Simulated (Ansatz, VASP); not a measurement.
AlNi3: VASP beside Ansatz

```
Ni Al
1.0
     0.00000    2.78308    2.78308
     2.78308    0.00000    2.78308
     2.78308    2.78308    0.00000
Ni Al
3 1
Cartesian
  4.1746 4.1746 4.1746
  0.0000 0.0000 0.0000
  1.3915 1.3915 1.3915
  2.7831 2.7831 2.7831
```

Change from the starting cell: volume scaled by 0.98.

Alike in both runs: task single point; functional PBE; k mesh 8 × 8 × 8; occupations fermi-dirac, width 0.05 eV; collinear spin, ferromagnetic start.

```csv
,VASP,Ansatz
version,VASP 6.6.1,Ansatz 0.2.0
potentials or method,"VASP PAW PBE potentials, release 64 (Ni, Al)",Ansatz PAW
plane-wave cutoff (eV),520,420
valence electrons in the cell,33,57
```

|  | VASP | Ansatz | Ansatz less VASP |
| --- | --- | --- | --- |
| gap on the k mesh at the Fermi level (eV) | none | none | - |
| pressure (GPa) | 11.5 | 11.6 | +0.12 |
| net moment per atom (μB) | 0.00 | 0.00 | 0.000 |

A gap of «none» marks a metal or a gap that the smearing closes. With one functional, cell and mesh, what is left measures potentials, basis and numerics. The two sets of potentials don't hold the same shells in valence.

Caveats: the starting moments weren't kept (Ansatz).
